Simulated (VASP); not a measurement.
Runs of VASP 6.6.1 on Au. The structure is cubic, space group Im-3m (No. 229). Conventional cell: a = 3.240 Å, b = 3.240 Å, c = 3.240 Å, α = 90.00°, β = 90.00°, γ = 90.00°. Au (site symmetry m-3m) has 8 Au at 2.81 Å as nearest neighbours. This isn't the form of Au at room conditions, which is fcc.

```csv
level,k mesh,cutoff (eV),mesh quality,gap on the mesh (eV),pressure (GPa),relaxed volume (Å³/atom)
PBE+D3(BJ),18 × 18 × 18,600,not flagged,none,0.0,17.26
PBEsol,18 × 18 × 18,580,not flagged,none,0.0,17.02
PBEsol,18 × 18 × 18,600,not flagged,none,0.0,17.02
PBEsol,6 × 6 × 6,600,coarse,none,0.0,17.04
RPBE,18 × 18 × 18,600,not flagged,none,0.0,(a)
```

Alike in all rows: task relaxation of cell and atoms; potentials or basis VASP PAW PBE potentials, release 64 (Au); no spin polarisation; cell relaxed; smearing gaussian 0.1 eV.

Question: Estimate the missing entries.

Answer: (a) 18.51.

Caveats: some runs use coarse meshes; the PAW data sets were made with another functional, which shifts forces and pressure a little (some runs); pairwise dispersion overbinds metals, which lowers pressure and volume (some runs).

A k mesh can miss the band edges, and the runs leave out spin-orbit coupling on Au.

A gap of «none» marks a metal or a gap under the smearing width.
